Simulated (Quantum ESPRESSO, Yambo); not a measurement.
# A GW chain in Yambo: KI (Fm-3m), part 2 of 2

How does a plane-wave GW calculation on KI (Fm-3m) run from the first input to the gap?

Quantum ESPRESSO 7.5 and Yambo 5.3.0; PBE and many-body steps on it, plane waves. Known limits of the many-body steps: not at the basis limit; no spin-orbit coupling.

So far. Step 2 (Ground state): The gap is direct, at Γ. Step 3 (Bands along the symmetry lines): The gap is 3.968 eV, as in the run before at this level.

**4. Empty states on the mesh, 4×4×4 mesh, 167 bands**

Level of this step: DFT, PBE, plane waves, norm-conserving pseudopotentials (Quantum ESPRESSO).

The sums over transitions need many empty states on a uniform mesh; this step solves for them.

pw.in

```
&control
  calculation = 'nscf'
  prefix = 'x'
  outdir = 'o'
  pseudo_dir = 'pseudo'
/
&system
  ibrav = 0
  nat = 2
  ntyp = 2
  ecutwfc = 76.0
  nbnd = 167
  force_symmorphic = .true.
/
&electrons
  conv_thr = 1e-9
  electron_maxstep = 80
  diago_full_acc = .true.
  diago_thr_init = 5e-6
/
ATOMIC_SPECIES
  K 39.098 K.upf
  I 126.9 I.upf
CELL_PARAMETERS angstrom
  0.0000000000 3.5327750000 3.5327750000
  3.5327750000 0.0000000000 3.5327750000
  3.5327750000 3.5327750000 -0.0000000000
ATOMIC_POSITIONS crystal
  K 0.0000000000 0.0000000000 0.0000000000
  I 0.5000000000 0.5000000000 0.5000000000
K_POINTS automatic
  4 4 4 0 0 0
```

Command:

```bash
$ OMP_NUM_THREADS=1 mpirun -n 4 pw.x -nk 4 -in pw.in > pw.out
```

The program printed:

```text
[banner, memory and clock lines left out]
Program PWSCF v.7.5 starts

     Atomic positions and unit cell read from directory:
     o/x.save/

     Message from routine setup:
     using ibrav=0 with symmetry is DISCOURAGED, use correct ibrav instead

     G-vector sticks info

     bravais-lattice index     =            0
     lattice parameter (alat)  =       9.4413  a.u.
     unit-cell volume          =     595.0789 (a.u.)^3
     number of atoms/cell      =            2
     number of atomic types    =            2
     number of electrons       =        34.00
     number of Kohn-Sham states=          167
     kinetic-energy cutoff     =      76.0000  Ry
     charge density cutoff     =     304.0000  Ry
     Exchange-correlation= PBE
                           (   1   4   3   4   0   0   0)

     celldm(1)=   9.441258  celldm(2)=   0.000000  celldm(3)=   0.000000
     celldm(4)=   0.000000  celldm(5)=   0.000000  celldm(6)=   0.000000

     crystal axes: (cart. coord. in units of alat)
               a(1) = (   0.000000   0.707107   0.707107 )
               a(2) = (   0.707107   0.000000   0.707107 )
               a(3) = (   0.707107   0.707107  -0.000000 )

     reciprocal axes: (cart. coord. in units 2 pi/alat)
               b(1) = ( -0.707107  0.707107  0.707107 )
               b(2) = (  0.707107 -0.707107  0.707107 )
               b(3) = (  0.707107  0.707107 -0.707107 )
     Pseudo is Norm-conserving + core correction, Zval =  9.0
     Generated using ONCVPSP code by D. R. Hamann
     Using radial grid of 2222 points,  6 beta functions with:
     Pseudo is Norm-conserving + core correction, Zval = 25.0
     Generated using ONCVPSP code by D. R. Hamann
     Using radial grid of 1188 points,  8 beta functions with:
     K                 9.00    39.09800     K ( 1.00)
     I                25.00   126.90000     I ( 1.00)

     48 Sym. Ops., with inversion, found

   Cartesian axes

     site n.     atom                  positions (alat units)
         1        K      tau(   1) = (   0.0000000   0.0000000   0.0000000  )
         2        I      tau(   2) = (   0.7071068   0.7071068   0.7071068  )

     number of k points=     8
                       cart. coord. in units 2pi/alat
        k(    1) = (   0.0000000   0.0000000   0.0000000), wk =   0.0312500
        k(    2) = (   0.1767767   0.1767767  -0.1767767), wk =   0.2500000
        k(    3) = (  -0.3535534  -0.3535534   0.3535534), wk =   0.1250000
[...]
k(    7) = (  -0.7071068   0.0000000   0.0000000), wk =   0.0937500
        k(    8) = (  -0.7071068   0.3535534   0.0000000), wk =   0.1875000

     Dense  grid:    53377 G-vectors     FFT dimensions: (  54,  54,  54)

     The potential is recalculated from file :
     o/x.save/charge-density

     Starting wfcs are   18 randomized atomic wfcs +  149 random wfcs

     Band Structure Calculation

     End of band structure calculation

          k = 0.0000 0.0000 0.0000 (  6615 PWs)   bands (ev):

  -170.5835-117.4416-117.4416-117.4416 -39.8304 -39.8304 -39.8214 -39.8214
   -39.8214 -25.6599  -9.1471  -9.1471  -9.1471  -7.6826   2.8347   2.8347
     2.8347   6.8023   9.3581   9.3581   9.3581  10.0787  10.0787  12.6277
    15.5384  15.5384  15.5384  15.8454  15.8454  15.8454  17.8809  17.8809
[...]
[... 9 further rows ...]
[...]
75.9198  77.8482  78.3095  78.3095  78.3095  79.8526  79.8526

          k = 0.1768 0.1768-0.1768 (  6639 PWs)   bands (ev):

  -170.5835-117.4417-117.4416-117.4416 -39.8368 -39.8368 -39.8294 -39.8257
[...]
[... 9 further rows ...]
[...]
76.6667  76.6667  78.0972  78.0972  78.5271  78.8810  78.9006

          k =-0.3536-0.3536 0.3536 (  6658 PWs)   bands (ev):

  -170.5835-117.4418-117.4417-117.4417 -39.8399 -39.8399 -39.8382 -39.8285
[...]
41.5888  42.7574  42.7574  43.4954  43.4954  43.5600  43.5600  43.5875
     [... 9 further rows ...]
    73.9860  74.9275  74.9275  75.7713  76.0357  76.0357  76.1802  76.9698
    77.8527  77.8527  77.8729  77.8729  78.2768  79.5785  80.0689

          k = 0.3536 0.0000 0.0000 (  6643 PWs)   bands (ev):

     [... further k-points ...]

     highest occupied, lowest unoccupied level (ev):     2.8347    6.8023

     XML data file, pseudopotentials, collected wavefunctions
```

Run time: 14 s. Hardware: 4 MPI ranks of Intel Xeon 6975P-C (Granite Rapids), shared host; peak memory 0.64 GiB; 54 s of CPU time.

Numbers from this step:

```
gap                                                           : 3.968 eV
k of the valence top                                          : 0, 0, 0
k of the conduction bottom                                    : 0, 0, 0
least direct gap                                              : 3.968 eV
k points computed                                             : 8
lowest point of the top converged band, above the valence top : 76.0659 eV
```

On this mesh the gap is 3.968 eV.

**5. Conversion and set-up**

This step: Yambo 5.3.0; conversion and set-up on PBE, plane waves, norm-conserving pseudopotentials.

The states are converted to the many-body program's format and the q mesh is built.

Command:

```bash
$ (cd o/x.save; p2y > p2y.log; mv SAVE ../..); yambo > setup.log
```

The program printed:

```text
 Yambo, version 5.3.0

 [02] CORE Variables Setup
 =========================

  [02.01] Unit cells
  ==================

  Cell kind             :  FCC
  Atoms in the cell     :  K  I
  number of K  atoms    :  1
  number of I  atoms    :  1

  List of atomic masses
  Mass of K     :  39.09800
  Mass of I     :  126.9000

  List of atomic coordinates    : [cc]
  K1       :  0.000000  0.000000  0.000000  order 1
  I1       :  6.675977  6.675977  6.675977  order 2

  Alat factors          :  6.675977  6.675977  6.675977 [a.u.]
  Direct lattice volume :  595.0789 [a.u.]
  Direct lattice vectors:  A[ 1 ]  A[ 2 ]  A[ 3 ]
   A[ 1 ]:  0.000000  1.000000  1.000000  [iru]
   0.000000  6.675977  6.675977  [cc]
   A[ 2 ]:  1.000000  0.000000  1.000000  [iru]
   6.675977  0.000000  6.675977  [cc]
   A[ 3 ]:  1.000000  1.000000 -0.000000  [iru]
   6.675977  6.675977 -0.000000  [cc]

  Recip. lattice volume :  0.416836 [a.u.]
  Recip. lattice vectors:  B[ 1 ]  B[ 2 ]  B[ 3 ]
   B[ 1 ]: -0.500000  0.500000  0.500000  [iku]
  -0.470582  0.470582  0.470582  [cc]
   B[ 2 ]:  0.500000 -0.500000  0.500000  [iku]
   0.470582 -0.470582  0.470582  [cc]
   B[ 3 ]:  0.500000  0.500000 -0.500000  [iku]
   0.470582  0.470582 -0.470582  [cc]

  [02.02] Symmetries
  ==================

  Inversion symmetry    : yes
  Spatial inversion     : yes
  Inversion index       :  25
  K-space Time-reversal : no
  Magnetic symmetries   : no
  Group table correct   : yes
  Symmetries units      :  [cc]

   [S  1]:   1.0000      0.66965E-17  0.66965E-17  0.66965E-17   1.0000     -0.66965E-17 -0.66965E-17 -0.66965E-17   1.0000
   [S  2]:  -1.0000     -0.66965E-17  0.66965E-17 -0.66965E-17  -1.0000     -0.66965E-17  0.66965E-17  0.66965E-17   1.0000
   [S  3]:  -1.0000      0.66965E-17 -0.66965E-17 -0.66965E-17   1.0000      0.66965E-17  0.66965E-17 -0.66965E-17  -1.0000
[...]
[... 36 further rows ...]
   [S 47]:  0.66965E-17   1.0000     -0.66965E-17 -0.66965E-17  0.66965E-17  -1.0000       1.0000     -0.66965E-17  0.66965E-17
   [S 48]:  0.66965E-17  -1.0000      0.66965E-17 -0.66965E-17 -0.66965E-17   1.0000       1.0000      0.66965E-17 -0.66965E-17

  [02.03] Reciprocal space
  ========================

  nG shells         :   461
  nG charge         :   53377
  nG WFs            :   7773
  nC WFs            :   6710
  G-vecs. in first 46 shells:  [ Number ]
     1    9   15   27   51   59   65   89  113
    137   169   181   229   259   283   307   331   339
    387   411   459   531   537   561   609   645   701
[...]
1639
  ...
  Shell energy in first 46 shells:  [ mHa ]
[...]
8414.99      8857.89      9190.06      9300.78      9743.67      10075.8      10629.5      10961.6      11072.4
    11515.3      11847.4      11958.1      12733.2      12843.9      13286.8      13619.0      14172.6      14504.8
    14615.5
  ...

[...]
K/Q-points units:
  rlu = crystal or reduced units; cc = cartesian coordinates; iku = interal k-units

  K [1]          [rlu]:  0.000000  0.000000  0.000000
         WF components:   6615
  K [2]          [rlu]: -0.66843E-18 -0.66843E-18  0.25000
         WF components:   6639
  K [3]          [rlu]:  0.13369E-17  0.13369E-17 -0.50000
         WF components:   6658
  K [4]          [rlu]:  0.20426E-17  0.25000      0.25000
         WF components:   6643
  K [5]          [rlu]:  0.20221E-16  0.25000     -0.50000
         WF components:   6674
  [... 2 further k-points ...]
  K [8]          [rlu]:  0.250000 -0.500000 -0.250000
         WF components:   6652

  [02.05] Energies & Occupations
  ==============================

  [X] === General ===
  [X] Electronic Temperature                        :  0.000000  0.000000 [eV K]
  [X] Bosonic    Temperature                        :  0.000000  0.000000 [eV K]
  [X] Finite Temperature mode                       : no
  [X] El. density                                   :  0.38557E+24 [cm-3]
  [X] Fermi Level                                   :  2.834744 [eV]

  [X] === Gaps and Widths ===
  [X] Conduction Band Min                           :  3.967596 [eV]
  [X] Valence Band Max                              :  0.000000 [eV]
  [X] Filled Bands                                  :  17
  [X] Empty Bands                                   :   18  167
  [X] Direct Gap                                    :  3.967596 [eV]
  [X] Direct Gap localized at k                     :  1
  [X] Indirect Gap                                  :  3.967596 [eV]
  [X] Indirect Gap between kpts                     :  1  1
  [X] Last valence band width                       :  0.596216 [eV]
  [X] 1st conduction band width                     :  2.515619 [eV]

  E @ K [1]:  [eV]
  -173.4182 -120.2763 -120.2763 -120.2763  -42.6651  -42.6651  -42.6562  -42.6562
   -42.656      -28.495      -11.982      -11.982      -11.982      -10.517     -0.14508E-08 -0.68995E-09
   0.000000  3.967596  6.523315  6.523315  6.523315  7.243998  7.243998  9.792981
[...]
occ @ K [1]
[...]
E @ K [2]:  [eV]
[...]
occ @ K [2]
[...]
E @ K [3]:  [eV]
[...]
occ @ K [3]
[...]
E @ K [4]:  [eV]
[...]
occ @ K [4]
[...]
E @ K [5]:  [eV]
[...]
occ @ K [5]
[...]
[... 2 further k-points ...]
  E @ K [8]:  [eV]
[...]
occ @ K [8]
[...]
0.000000  0.000000  0.000000  0.000000  0.000000  0.000000  0.000000  0.000000
   0.000000  0.000000  0.000000  0.000000  0.000000  0.000000  0.000000  0.000000

 [03] Transferred momenta grid and indexing
 ==========================================

 IBZ Q-points                                      :   8
 BZ  Q-points                                      :   64

 K/Q-points units:
 rlu = crystal or reduced units; cc = cartesian coordinates; iku = interal k-units

 Q [1]          [rlu]:  0.000000  0.000000  0.000000
 Q [2]          [rlu]: -0.66843E-18 -0.66843E-18  0.25000
 Q [3]          [rlu]:  0.13369E-17  0.13369E-17 -0.50000
[...]
Q [7]          [rlu]: -0.40852E-17 -0.50000     -0.50000
 Q [8]          [rlu]:  0.250000 -0.500000 -0.250000

  [03.01] X indexes
  =================

   [03.01.01] Sigma indexes
   ========================

 [06] Game Over & Game summary
```

The job ended after 3 s (1 MPI rank; peak memory 0.26 GiB).

**6. Screening and self-energy, 4×4×4 mesh, 167 bands, screening to 156.5 eV**

G0W0 replaces the xc potential by the self-energy, built once from these orbitals. Only a window of levels is corrected, while the sums run over the empty bands that the input names.

This step: G0W0 on PBE, plane waves, norm-conserving pseudopotentials.

gw1.in

```
HF_and_locXC
gw0
dyson
ppa
em1d
rim_cut
RandQpts= 1000000
RandGvec= 1 RL
EXXRLvcs= 76 Ry
VXCRLvcs= 304 Ry
Chimod= "HARTREE"
% BndsRnXp
 1 | 167 |
%
NGsBlkXp= 11.5 Ry
% LongDrXp
 1 | 1 | 1 |
%
% GbndRnge
 1 | 167 |
%
DysSolver= "n"
ExtendOut
PPAPntXp= 27.21138 eV
% QPkrange
 1 | 1 | 16 | 19 |
%
```

Command:

```bash
$ OMP_NUM_THREADS=1 mpirun -n 4 yambo -F gw1.in -J gw1 -C gw1 > gw1.log
```

The program printed:

```text
 Yambo, version 5.3.0

 [02] CORE Variables Setup
 =========================

  [... cell, symmetries and grids as in the set-up ...]

  [02.05] Energies & Occupations
  ==============================

  [X] === General ===
  [X] Electronic Temperature                        :  0.000000  0.000000 [eV K]
  [X] Bosonic    Temperature                        :  0.000000  0.000000 [eV K]
  [X] Finite Temperature mode                       : no
  [X] El. density                                   :  0.38557E+24 [cm-3]
  [X] Fermi Level                                   :  2.834744 [eV]

  [X] === Gaps and Widths ===
  [X] Conduction Band Min                           :  3.967596 [eV]
  [X] Valence Band Max                              :  0.000000 [eV]
  [X] Filled Bands                                  :  17
  [X] Empty Bands                                   :   18  167
  [X] Direct Gap                                    :  3.967596 [eV]
  [X] Direct Gap localized at k                     :  1
  [X] Indirect Gap                                  :  3.967596 [eV]
  [X] Indirect Gap between kpts                     :  1  1
  [X] Last valence band width                       :  0.596216 [eV]
  [X] 1st conduction band width                     :  2.515619 [eV]

 [03] Transferred momenta grid and indexing
 ==========================================

 IBZ Q-points                                      :   8
 BZ  Q-points                                      :   64

 K/Q-points units:
 rlu = crystal or reduced units; cc = cartesian coordinates; iku = interal k-units

 Q [1]          [rlu]:  0.000000  0.000000  0.000000
 Q [2]          [rlu]: -0.66843E-18 -0.66843E-18  0.25000
 Q [3]          [rlu]:  0.13369E-17  0.13369E-17 -0.50000
 Q [4]          [rlu]:  0.20426E-17  0.25000      0.25000
 Q [5]          [rlu]:  0.31425E-16  0.25000      0.50000
 Q [6]          [rlu]:  0.13369E-17  0.25000     -0.25000
 Q [7]          [rlu]: -0.40852E-17 -0.50000     -0.50000
 Q [8]          [rlu]:  0.250000 -0.500000 -0.250000

 [04] Coloumb potential Random Integration (RIM)
 ===============================================

  [04.01] RIM initialization
  ==========================

  * Diagonal components only detected *

  8 x (sBL volume)        :  0.052104 [a.u.]
  sBZ random points       :  1000000
  Points outside the sBZ  :   7968281
  RL volume               :  0.416836 [a.u.]
  Integrated volume       :  0.418495 [a.u.]

  [04.02] RIM integrals
  =====================

  Gamma point sphere radius             :  0.067750 [a.u.]
  Points outside the sphere             :   800476
  [Int_sBZ(q=0) 1/q^2]*(Vol_sBZ)^(-1/3) =:  7.776341
                                 should be <:  7.795600

  Summary of Coulomb integrals for non-metallic bands |Q|[au] RIM/Bare

  Q [1] 0.100000E-4 0.997530 * Q [2] 0.203768 1.068480
  Q [4] 0.235291 1.066792 * Q [6] 0.332752 1.029814
  Q [5] 0.390186 1.022655 * Q [3] 0.407536 1.020683
  Q [7] 0.470582 1.017590 * Q [8] 0.526126 1.014612

 [05] Dipoles
 ============

  [05.01] Setup: observables and procedures
  =========================================

 [06] Dynamic Dielectric Matrix (PPA)
 ====================================

 [WR./gw1//ndb.pp]---------------------------------------------------------------
  Brillouin Zone Q/K grids (IBZ/BZ)                :    8   64    8   64
  RL vectors                                       :   7799 [WF]
  Coulomb cutoff potential                         : none
  Electronic Temperature                           :  0.000000 [K]
  Bosonic    Temperature                           :  0.000000 [K]
  PPA    diel. fun.  energies                      : Perdew, Burke & Ernzerhof(X)+Perdew, Burke & Ernzerhof(C)
  wavefunctions                                    : Perdew, Burke & Ernzerhof(X)+Perdew, Burke & Ernzerhof(C)
  Global Gauge                                     : length
  X matrix size                                    :   459
  X band range                                     :    1  167
  X e/h energy range                               : -1.000000 -1.000000 [eV]
  X Time ordering                                  : R
  X Hxc Kernel                                     : HARTREE
  X Drude frequency                                :  0.000000  0.000000
  X poles                                          :  100.0000 [o/o]
  RL vectors in the sum                            :   7799
  [r,Vnl] included                                 : yes
  Field direction                                  :  0.577350E-5  0.577350E-5  0.577350E-5
  BZ energy Double Grid                            : no
  BZ energy DbGd points                            : 0
  BZ Q point size factor                           : -1.000000
  X Optical Averaged directions                    : none

 [07] Local Exchange-Correlation + Non-Local Fock
 ================================================

 [VXC] Plane waves :   53377
 [EXS] Plane waves :   6735

 QP @ state[ 1 ] K range:  1  1
 QP @ state[ 1 ] b range:  16  19

 [xc] Functional : Perdew, Burke & Ernzerhof(X)+Perdew, Burke & Ernzerhof(C)
 [xc] LIBXC used to calculate xc functional
  PP Number of Atomic Species                      :  2
  NLCC RL compoments                               :   53377
  PP Number of Atomic Species                      :  2
  NLCC RL compoments                               :   53377

 [xc] E_xc :  -26.22148 [Ha]
      E_xc :  -52.44295 [Ry]

  Local XC kind (lXC) : Perdew, Burke & Ernzerhof(X)+Perdew, Burke & Ernzerhof(C)
  Non-Local XC kind (nlXC) : Hartree-Fock

  Corrections @ K [1] :  [eV]
 <16|nlXC|16> = -16.25152  0.54143E-17 <16|lXC|16> = -13.18414  0.000000
 <17|nlXC|17> = -16.25156  0.19859E-16 <17|lXC|17> = -13.18414  0.000000
 <18|nlXC|18> = -3.749262 -0.58124E-18 <18|lXC|18> = -7.190468  0.75527E-15
 <19|nlXC|19> = -3.670877 -0.64739E-18 <19|lXC|19> = -7.985012  0.000000

 [08] Dyson equation: Newton solver
 ==================================

  [08.01] G0W0 (W PPA)
  ====================

  [  GW  ] Bands range     :    1  167
  [GW/PPA] G damping       :  0.100000 [eV]

  QP @ state[ 1 ] K range:  1  1
  QP @ state[ 1 ] b range:  16  19

   Sc/G bands                                       :    1  167
   Sc/G damping                                     :  0.100000 ev
   Sc bands terminator                              : no
   Sx RL components                                 :   6735

   QP @ state[ 1 ] K range                          :  1  1
   QP @ state[ 1 ] b range                          :  16  19
   GF energies kind                                 : Perdew, Burke & Ernzerhof(X)+Perdew, Burke & Ernzerhof(C)
   GF WF`s kind                                     : Perdew, Burke & Ernzerhof(X)+Perdew, Burke & Ernzerhof(C)
   Xs energies kind                                 : Perdew, Burke & Ernzerhof(X)+Perdew, Burke & Ernzerhof(C)
   Xs WF`s kind                                     : Perdew, Burke & Ernzerhof(X)+Perdew, Burke & Ernzerhof(C)

 [11] Game Over & Game summary
```

It took 3.3 min on 4 MPI ranks; peak memory 2.1 GiB; 13 min of CPU time.

Numbers from this step:

- G0W0 gap on the points computed: 6.052 eV
- starting gap on the mesh: 3.968 eV
- k of the valence top: 0, 0, 0
- k of the conduction bottom: 0, 0, 0
- least direct G0W0 gap on the computed points: 6.052 eV
- Z at the valence top: 0.8260
- Z at the conduction bottom: 0.8630

The gap on the mesh goes from 3.97 eV to 6.05 eV, a correction of +2.08 eV.

Limits: finite bands, cutoff and mesh; no spin-orbit coupling. v1 is the top filled band, c1 the lowest empty one. The levels before and after the correction (eV, zero at the valence-band top of each column):

```csv
,conduction bottom,valence top
Kohn-Sham,3.97,0.00
G0W0,6.05,0.00
```

```csv
,level,energy (eV)
Kohn-Sham,Γ v2-v1,0.000
Kohn-Sham,Γ c1,3.968
Kohn-Sham,Γ c2,6.523
G0W0,Γ v2-v1,0.000
G0W0,Γ c1,6.052
G0W0,Γ c2,9.227
```

**7. Where the time went**

Times are wall times on the hardware named with each run, good to a factor of about two.

```csv
step,time,share,memory (GiB)
ground state,6.8 s,3 %,0.39
bands along the symmetry lines,7.5 s,3 %,0.33
empty states on the mesh,14 s,6 %,0.64
conversion and set-up,3 s,1 %,0.26
screening and self-energy,3.3 min,87 %,2.1
```

**8. What came out**

```json
{
  "PBE gap": "3.97 eV, direct",
  "G0W0 gap on the mesh": "6.05 eV",
  "GW settings": "4×4×4 mesh, 167 bands, screening to 156.5 eV, Godby-Needs plasmon pole",
  "known limits": "not at the basis limit; no spin-orbit coupling"
}
```

G0W0 moves the gap on the mesh from 3.97 eV to 6.05 eV (+2.08 eV), with Z of 0.83 and 0.86 at the edges. Only 1 of the mesh's irreducible points was corrected, so a valley elsewhere could overtake. The dearest step here is «screening and self-energy». Bands and cutoff are finite, so the gap is not at the basis limit. The miss can reach some tenths of an eV and take either sign; the mesh is an error of its own. In the G0W0 run levels were corrected at 1 k point alone, so a gap called «on the mesh» is the least over those, and an edge elsewhere would be missed. The many-body steps are scalar-relativistic: spin-orbit coupling is not in them.

[Paths, hosts, dates, memory and timing lines, banners, echoed tables and standing remarks are left out of the program output.]

[Logs are printed without paths, hosts, clocks, repeated set-up lines and the standing remarks that a program may print on its own settings, such as how far it seeks lower states.]

[Runs of the session that timed out or met a known fault of the program may be left out.]

[Hosts, paths, dates, database ids (printed as entryN), source tags and the programs' standing remarks are cut or masked in the printed files.]
